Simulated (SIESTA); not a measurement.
Runs of SIESTA 5.4.2 on Sn. The structure is cubic, space group Fd-3m (No. 227). The conventional cell has a = 6.467 Å, b = 6.467 Å, c = 6.467 Å, α = 90.00°, β = 90.00°, γ = 90.00°. Sn (site symmetry -43m) is surrounded by 4 Sn at 2.80 Å. This isn't the form of Sn at room conditions, which is tetragonal (white tin).

```csv
task,level,potentials or basis,cell,k mesh,optimiser,force tolerance,stress tolerance (GPa),grid cutoff,energy shift,gap on the mesh (eV),pressure (GPa),relaxed volume (Å³/atom)
band structure,PW91,"PseudoDojo 0.4 standard (PBE files), DZP (energy shift 0.002 Ry)",as given,7 × 7 × 7,-,-,-,500 Ry,0.002 Ry,none,4.7,-
relaxation of cell and atoms,PBE,"PseudoDojo 0.4 standard (PBE files), TZP (energy shift 0.002 Ry)",relaxed,7 × 7 × 7,Broyden,0.04 eV/Å,-,500 Ry,0.002 Ry,none,0.0,(c)
relaxation of cell and atoms,B86bPBE,"PseudoDojo 0.4 standard (PBE files), DZP (energy shift 0.002 Ry)",relaxed,7 × 7 × 7,-,0.02 eV/Å,-,500 Ry,0.002 Ry,none,0.0,37.90
band structure,PBE,"PseudoDojo 0.4 standard (PBE files), DZP (energy shift 0.01 Ry)",as given,7 × 7 × 7,-,-,-,500 Ry,0.01 Ry,none,4.0,-
relaxation of cell and atoms,PBEsol,"PseudoDojo 0.4 standard (PBEsol files), DZP (energy shift 0.003 Ry; two zetas on semicore shells)",relaxed,5 × 5 × 5,Broyden,0.01 eV/Å,0.05,750 Ry,0.003 Ry,none,0.0,35.41
relaxation of cell and atoms,PBEsol,"PseudoDojo 0.4 standard (PBEsol files), DZP (energy shift 0.002 Ry)",relaxed,7 × 7 × 7,Broyden,0.04 eV/Å,-,500 Ry,0.002 Ry,none,0.0,(b)
relaxation of cell and atoms,PBE,"PseudoDojo 0.4 standard (PBE files), TZP (energy shift 0.01 Ry)",relaxed,7 × 7 × 7,-,0.01 eV/Å,-,500 Ry,0.01 Ry,none,0.0,(a)
band structure,PBE,"PseudoDojo 0.4 standard (PBE files), DZP (energy shift 0.003 Ry; two zetas on semicore shells)",as given,7 × 7 × 7,-,-,-,500 Ry,0.003 Ry,none,4.1,-
```

Alike in all rows: no spin polarisation; smearing fermi-dirac 0.05 eV.

Question: Estimate the missing entries.

Answer: (a) 36.72; (b) 35.61; (c) 37.36.

Caveats: the basis of atomic orbitals isn't converged, which shifts pressures, moduli and gaps; semicore shells carry a single zeta, which can move pressures by several GPa and volumes by a few percent (some runs); the potentials were made for another functional, which shifts forces and pressure (some runs); the volume moved by +11 % from the deposited cell, more than functionals usually miss (some runs); the volume moved by +12 % from the deposited cell, more than functionals usually miss (some runs).

A k mesh can miss the band edges, and the runs leave out spin-orbit coupling on Sn.

A gap of «none» marks a metal or a gap under the smearing width.

Not every run made on this cell is shown here.
